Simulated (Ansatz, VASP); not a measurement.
One calculation of C, two programs

```
CELL_PARAMETERS angstrom
2.46653 0.00000 0.00000
-1.23327 2.13608 0.00000
0.00000 0.00000 8.51285
ATOMIC_POSITIONS crystal
C 0.00000 0.00000 0.00250
C 0.00000 0.00000 0.50250
C 0.33333 0.66667 0.00250
C 0.66667 0.33333 0.50250
```

Alike in both runs: functional PBE; k mesh 18 × 18 × 6; occupations gaussian, width 0.1 eV; no spin polarisation.

Ansatz relaxed the structure, and its values are those at the end. VASP's run is a single point on that final structure, the one shown.

|  | VASP | Ansatz |
| --- | --- | --- |
| version | VASP 6.6.1 | Ansatz 0.2.0 |
| potentials or method | VASP PAW PBE potentials, release 64 (C) | scalar-relativistic, plane waves, PAW |
| plane-wave cutoff (eV) | 520 | 420 |
| valence electrons in the cell | 16 | 16 |

Ansatz gave:

- gap on the k mesh at the Fermi level (eV): none
- pressure (GPa): 0.0

Which values does VASP return?

gap on the k mesh at the Fermi level (eV): none; pressure (GPa): 0.4.

A gap of «none» marks a metal or a gap that the smearing closes.

Caveats: this functional lacks dispersion, which binds the layers, so the pressure and a relaxed spacing across them are unreliable.
